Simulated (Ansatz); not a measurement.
# SiO2 (I4/mmm) in Ansatz: band structure with LDA

Aim: the band structure of SiO2 with LDA.

Program: Ansatz 0.2.0. These are calculated values, not measurements. Logs are shortened: lines on timing, memory, paths and dates and some standing lists are left out, and cuts for length are marked.

## Step 1: The structure

It takes space group I4/mmm (No. 139, tetragonal). Conventional cell: a = 8.944 Å, b = 8.944 Å, c = 5.224 Å, α = 90.00°, β = 90.00°, γ = 90.00°. Around Si (site symmetry m2m) lie 4 O at 1.60 to 1.61 Å. Around O (site symmetry m2m) lie 2 Si at 1.61 Å. O (site symmetry 2/m) has 2 Si at 1.60 Å as nearest neighbours.

The cell comes from a database or a generator and needn't be the stable form of this composition.

## Step 2: Band structure, LDA

Input file input.yaml:

```yaml
crystal:
  lattice:
    - [-4.47204052, 4.47204052, 2.61177035]
    - [4.47204052, -4.47204052, 2.61177035]
    - [4.47204052, 4.47204052, -2.61177035]
  atoms:
    - { symbol: Si, position: [0.82311142, 0.82311142, 0.64622284] }
    - { symbol: Si, position: [0.17688858, 0.82311142, 0.0] }
    - { symbol: Si, position: [0.82311142, 0.17688858, 0.0] }
    - { symbol: Si, position: [0.17688858, 0.17688858, 0.35377716] }
    - { symbol: O, position: [0.0, 0.79145134, 0.79145134] }
    - { symbol: O, position: [0.20854866, 0.0, 0.20854866] }
    - { symbol: O, position: [0.79145134, 0.0, 0.79145134] }
    - { symbol: O, position: [0.0, 0.20854866, 0.20854866] }
    - { symbol: O, position: [0.0, 0.0, 0.5] }
    - { symbol: O, position: [0.5, 0.0, 0.0] }
    - { symbol: O, position: [0.0, 0.5, 0.0] }
    - { symbol: O, position: [0.5, 0.5, 0.5] }
hamiltonian:
  xc: lda
  pseudopotentials: { kind: paw }
kpoints:
  mp_grid: { grid: [6, 6, 6] }
  band_path:
    path:
      - [[0.0, 0.0, 0.0], [0.0, 0.0, 0.5], [-0.5, 0.5, 0.5], [0.0, 0.0, 0.0], [0.3352704438, 0.3352704438, -0.3352704438], [0.25, 0.25, 0.25], [0.0, 0.5, 0.0], [-0.3352704438, 0.6647295562, 0.3352704438], [-0.5, 0.5, 0.5]]
      - [[0.0, 0.0, 0.5], [0.25, 0.25, 0.25]]
    npoints: 10
scf:
  occupations: { method: fermi_dirac, width: 0.05 }
  n_extra_bands: 30
output:
  forces: true
  stress: true
  eigenvalues: true
  fatbands: true
```

Potentials or basis: Ansatz PAW.

On the command line:

```sh
$ ansatz run input.yaml --threads 4 --pin off --max-ram 11264MiB --backend cpu --events-out ev --progress --plain --runs-dir out
```

What it wrote:

```text
Warning: RAYON_NUM_THREADS=4 ignored (pool sized by the plan → 4); use --threads N
scf.n_extra_bands = 30 over 32 filled bands (N_el = 64.0): the run solves 62 bands
Engine: ansatz 0.2.0, x86_64-unknown-linux-gnu
Pseudopotentials: kind: paw
Pseudopotential: Si, paw, valence charge 4, recommended cutoff 420 eV (normal), Si.paw.azcp
Pseudopotential: O, paw, valence charge 6, recommended cutoff 420 eV (normal), O.paw.azcp
Functional definition: SPW92
  exchange = slater_x
  correlation = pw_c
Crystal: 12 atoms, lattice volume = 208.933 Å³
Basis set: ecut = 420 eV, 4053 PW (Γ)
Bands: 62, of which v1, the nominal top of the filled ones, is band 32 counted from 1 (31 counted from 0)
Symmetry: 16 space group operations
Space group: I4/mmm (ITA 139), of the structure as read, at distance tolerance 5.9e-5 Å
k-points: 30 of 216
Non-local potential: Si, projectors of the file, l = 0: 2, l = 1: 2, l = 2: 2
Non-local potential: O, projectors of the file, l = 0: 2, l = 1: 2, l = 2: 1
PAW form: soft (Blöchl's): semilocal exchange-correlation on the pseudo side does not see the compensation charge
PAW frozen core: Si, regenerated for the run's functional, and the local potential with it (the file was generated under x = pbe(κ = 0.804, μ = 0.2195149727645171), c = pbe(β = 0.06672455060314922))
PAW frozen core: O, regenerated for the run's functional, and the local potential with it (the file was generated under x = pbe(κ = 0.804, μ = 0.2195149727645171), c = pbe(β = 0.06672455060314922))
PAW one-centre angular grid: Si, 110 points (default); XC on 64 Gauss nodes
PAW one-centre angular grid: O, 110 points (default); XC on 64 Gauss nodes
Initial density: superposition of atomic densities (neutral atoms: chi_scale 0, normalization atom), corrected by the library's trained network
Initial wavefunctions: pseudopotential atomic-orbital guess
Functional: x = slater, c = lda
SCF iter   1: F=—  HF=-6890.639914 eV  |F-HF|=—  |Δ(HF+E_count)|=         —  Δρ=1.18e-2  dr2=2.59e-1  ethr=1.77e-3  ⟨swp⟩=6.4  Hψ=9588  notcnv=0  defer=394
preconditioner: auto → Resta (q_TF=auto, 2.240 Å⁻¹)  ε∞=2.2  [insulator: Δε(μ)=5.130 eV  Ē_g=18.767 eV  σ=0.050 eV  W_gap=1.00  n_scr=44 (ndim 8)  ℏωp=20.6 eV  f_vac=0.343  D(μ)=0.00/eV (n_scr^D=0)  ε∞_Penn≈2.2]
SCF iter   2: F=—  HF=-6890.567621 eV  |F-HF|=—  |Δ(HF+E_count)|=   7.23e-2  Δρ=3.44e-3  dr2=7.55e-3  ethr=4.05e-4  ⟨swp⟩=2.2  Hψ=3002  notcnv=0  defer=710
SCF iter   3: F=—  HF=-6890.565295 eV  |F-HF|=—  |Δ(HF+E_count)|=   2.33e-3  Δρ=1.33e-3  dr2=1.89e-3  ethr=1.18e-5  ⟨swp⟩=2.0  Hψ=1870  notcnv=0  defer=710
SCF iter   4: F=—  HF=-6890.564817 eV  |F-HF|=—  |Δ(HF+E_count)|=   4.78e-4  Δρ=2.41e-4  dr2=8.78e-5  ethr=2.95e-6  ⟨swp⟩=2.0  Hψ=1915  notcnv=0  defer=710
SCF iter   5: F=—  HF=-6890.564847 eV  |F-HF|=—  |Δ(HF+E_count)|=   2.99e-5  Δρ=3.79e-5  dr2=2.81e-6  ethr=1.37e-7  ⟨swp⟩=2.9  Hψ=1977  notcnv=0  defer=710
SCF iter   6: F=—  HF=-6890.564849 eV  |F-HF|=—  |Δ(HF+E_count)|=   1.74e-6  Δρ=2.81e-5  dr2=1.24e-6  ethr=4.40e-9  ⟨swp⟩=2.0  Hψ=2068  notcnv=0  defer=710
SCF iter   7: F=-6890.564849 eV  HF=-6890.564849 eV  |F-HF|=6.68e-8  |Δ(HF+E_count)|=   1.38e-7  Δρ=3.66e-6  dr2=2.68e-8  ethr=1.56e-10  ⟨swp⟩=14.2  Hψ=13393  notcnv=0
SCF 1 converged in 7 iterations: F = -6890.564849 eV  dr2 = 2.68e-8
NSCF: frozen V_eff on 92 k-points
SCF converged after 7 iterations
Free energy (F): -6890.564849 eV
Harris-Foulkes:  -6890.564849 eV  (|F-HF|=6.68e-8)
Internal energy: -6890.564849 eV  (E = F + TS)
E sigma→0 (E₀):  -6890.564849 eV
Fermi energy:    2.399162 eV
--- Per-component energies (eV) ---
  E_band       = -470.339884
  E_kinetic    = 1602.754361
  E_local      = -5497.299095  (includes V_loc(G=0)·N_el)
  E_nonlocal   = 501.797461
  E_hartree    = 2089.834201
  E_xc         = -801.587144
  E_vxc        = -937.936353  (∫ρ·V_xc dr)
  E_paw        = -3133.371230  (= ΣΔE_a)
  E_vpaw       = -319.347281  (= ΣTr[D̂ρ^β])
  E_aug_tail   = 0.021410  (compensation charges beyond the density's cutoff)
  E_ewald      = -1653.827506
  E_core_change = 1.112695  (= ΣΔE_core)
  E_smearing   = -0.000000  (= −TS)
  E_closure    = -0.000000  (closes the sum)
  Σ components = -6890.564849   (vs F -6890.564849, Δ=0.00e0)
--- Forces (eV/Å), atoms counted from 1 ---
  atom   1  Si     0.03479652     0.03479652     0.00000000
  atom   2  Si     0.03479652    -0.03479652     0.00000000
  atom   3  Si    -0.03479652     0.03479652     0.00000000
  atom   4  Si    -0.03479652    -0.03479652     0.00000000
  atom   5  O      0.03109852    -0.00000000     0.00000000
  atom   6  O      0.00000000    -0.03109852    -0.00000000
  atom   7  O      0.00000000     0.03109852    -0.00000000
  atom   8  O     -0.03109852    -0.00000000    -0.00000000
  atom   9  O      0.00000000     0.00000000     0.00000000
  atom  10  O      0.00000000    -0.00000000     0.00000000
  atom  11  O      0.00000000    -0.00000000     0.00000000
  atom  12  O      0.00000000     0.00000000    -0.00000000
  max |Σ_I F_I| component: 1.04e-17 eV/Å
--- Stress (GPa, compression-positive) ---
       -1.360437       0.000000       0.000000
        0.000000      -1.360437       0.000000
        0.000000       0.000000      -1.128687
  P = ⅓ Tr σ = -1.2832 GPa (-12.832 kbar)
--- Band table (eV; the first three rows and the last of 30) ---
  k-point 0: bands = ["-19.5789", "-18.6952", "-18.1254", "-18.1254", "-17.5046", "-17.4707", "-17.4707", "-17.4475", "-9.3673", "-9.3673", "-7.7917", "-6.3848", "-6.1990", "-6.1990", "-5.8574", "-5.8127", "-3.7069", "-3.1557", "-3.1557", "-2.9889", "-2.4826", "-2.4290", "-2.4290", "-2.3296", "-2.3296", "-1.7679", "-1.7232", "-1.7232", "-1.1755", "-1.0231", "-0.3594", "-0.3503", "4.9835", "7.8740", "8.0625", "8.4402", "8.6529", "9.0320", "9.0320", "9.7342", "9.7342", "9.7392", "10.6403", "10.6881", "10.8457", "10.9906", "11.5274", "11.8217", "11.8217", "12.3081", "12.3081", "12.3487", "12.5988", "13.6337", "13.6337", "13.8137", "14.0244", "14.0244", "14.8064", "15.1310", "16.2067", "16.2067"]
  k-point 1: bands = ["-19.5432", "-18.8035", "-18.1232", "-18.0539", "-17.4962", "-17.4708", "-17.4708", "-17.4506", "-9.4682", "-9.3580", "-7.6350", "-6.3520", "-6.2413", "-6.1854", "-5.8954", "-5.8483", "-3.6991", "-3.1163", "-3.1152", "-2.9747", "-2.5430", "-2.5087", "-2.4746", "-2.4282", "-2.2774", "-1.8318", "-1.7469", "-1.6190", "-1.0267", "-0.9722", "-0.4239", "-0.3943", "5.1489", "7.7175", "8.0344", "8.4988", "8.5689", "9.0547", "9.1345", "9.5349", "9.6375", "9.7741", "10.5023", "10.7019", "10.7471", "10.9937", "11.5880", "11.6608", "12.1274", "12.1508", "12.1970", "12.6282", "12.7563", "13.4888", "13.6562", "14.0589", "14.2695", "14.2699", "14.6648", "15.0579", "15.9493", "16.0574"]
  k-point 2: bands = ["-19.4432", "-19.0094", "-18.1186", "-17.9533", "-17.4764", "-17.4709", "-17.4708", "-17.4567", "-9.6360", "-9.3391", "-7.3261", "-6.3541", "-6.2609", "-6.1454", "-5.9964", "-5.9321", "-3.6722", "-3.0212", "-3.0056", "-2.9370", "-2.6917", "-2.6183", "-2.6049", "-2.5771", "-2.2189", "-1.9533", "-1.7948", "-1.3274", "-0.8423", "-0.8114", "-0.6210", "-0.4912", "5.6028", "7.0973", "8.1092", "8.4332", "8.7857", "9.1700", "9.2280", "9.3193", "9.4852", "9.8559", "10.0084", "10.3954", "10.7632", "11.1159", "11.4635", "11.7383", "11.9667", "12.1419", "12.5776", "12.7523", "13.1667", "13.6944", "13.9199", "13.9956", "14.1358", "14.6976", "14.7544", "15.0989", "15.6118", "15.8067"]
  k-point 29: bands = ["-19.1474", "-19.1474", "-18.7239", "-17.4833", "-17.4729", "-17.4586", "-17.4569", "-17.4569", "-10.4396", "-8.2846", "-6.9350", "-6.9350", "-6.3282", "-6.1223", "-6.1223", "-5.8144", "-3.7112", "-3.3840", "-3.0672", "-2.9027", "-2.7324", "-2.7324", "-2.6418", "-2.1533", "-2.1533", "-1.9334", "-1.7951", "-1.3726", "-1.3726", "-0.5120", "-0.3448", "-0.3448", "7.1055", "7.1780", "7.1780", "7.6150", "8.1461", "8.1461", "8.6771", "9.3180", "9.3180", "9.8686", "10.1379", "10.9500", "11.4104", "11.6972", "11.6972", "12.0371", "12.0371", "12.6187", "12.7560", "13.2692", "13.2692", "13.7770", "13.8201", "14.3644", "14.5841", "14.7780", "15.0814", "15.0814", "15.3137", "15.3137"]
```

Run time: 32 s. Hardware: 4 threads of Intel Xeon at 2.50GHz (Skylake/Cascade Lake), shared host; peak memory 0.9 GiB.

What came out:

```
Free energy             : -6890.5648 eV
Pressure                : -1.3 GPa
Largest force           : 0.049 eV/Å
Band gap on the k mesh  : 5.33 eV, indirect (least direct gap 5.33 eV)
Band gap along the path : 5.33 eV, indirect (least direct gap 5.33 eV)
```

Forces on the atoms (eV/Å):
```
Si   0.035  0.035  0.000
Si   0.035 -0.035  0.000
Si  -0.035  0.035  0.000
Si  -0.035 -0.035  0.000
O    0.031  0.000  0.000
O    0.000 -0.031  0.000
O    0.000  0.031  0.000
O   -0.031  0.000  0.000
O    0.000  0.000  0.000
O    0.000  0.000  0.000
O    0.000  0.000  0.000
O    0.000  0.000  0.000
```

Stress tensor (GPa, compression positive):
```
-1.36  0.00  0.00
 0.00 -1.36  0.00
 0.00  0.00 -1.13
```

Levels at the corners of the path, in eV from the valence-band top:
```tsv
point	band 30	band 31	band 32	band 33	band 34	band 35
Γ	-0.68	-0.01	-0.01	5.33	8.22	8.41
X	-0.38	-0.38	-0.24	6.45	6.86	8.51
M	-0.17	0.00	0.00	7.45	7.52	7.52
Γ	-0.68	-0.01	-0.01	5.33	8.22	8.41
Z	-0.52	-0.52	-0.14	7.84	8.35	8.35
P	-0.76	-0.54	-0.33	7.75	7.78	8.06
N	-0.78	-0.60	-0.24	7.56	7.59	8.53
Z1	-0.52	-0.52	-0.14	7.84	8.35	8.35
M	-0.17	0.00	0.00	7.45	7.52	7.52
X	-0.38	-0.38	-0.24	6.45	6.86	8.51
P	-0.76	-0.54	-0.33	7.75	7.78	8.06
```

Caveat: the pressure holds a Pulay correction of +0.6 GPa for the finite cutoff; the PAW data sets come from PBE, with cores solved anew for the run's functional, which leaves a small shift of forces and pressure.
